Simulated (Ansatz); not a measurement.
The system is GaAs.

```
As Ga
1.0
     0.00000    2.82685    2.82685
     2.82685    0.00000    2.82685
     2.82685    2.82685    0.00000
As Ga
1 1
Direct
  0.75000 0.75000 0.75000
  0.00000 0.00000 0.00000
```

```yaml
Program: Ansatz 0.2.0
Task: relaxation of cell and atoms
Functional: PBEsol
Dispersion: D3(BJ)
Potentials_or_basis: Ansatz PAW
Cutoff: "420 eV (not typed: the program's choice for these potentials)"
k_mesh: 8 × 8 × 8
Occupations: fermi-dirac, width 0.05 eV
Spin: no spin polarisation
```

At the start: volume 22.59 Å³/atom.

Task: Where does the relaxation end?

Result: It ends after 4 steps and the volume is 21.98 Å³/atom (-2.7 %); space group F-43m (No. 216, to 0.05 Å).

Step by step:
```csv
step,energy change (eV),largest force (eV/Å),volume (Å³)
1,0.0000,0.0000,45.18
2,-0.0073,0.0000,44.17
3,-0.0076,0.0000,43.96
4,-0.0074,0.0000,43.96
```

Final structure:
```
As Ga
1.0
     0.00000    2.80124    2.80124
     2.80124    0.00000    2.80124
     2.80124    2.80124    0.00000
As Ga
1 1
Direct
  0.75000 0.75000 0.75000
  0.00000 0.00000 0.00000
```

Caveat: the plane-wave basis is chosen anew once the cell has moved, so the energies of steps on either side of that aren't comparable; the PAW data sets come from PBE, with cores solved anew for the run's functional, which leaves a small shift of forces and pressure.
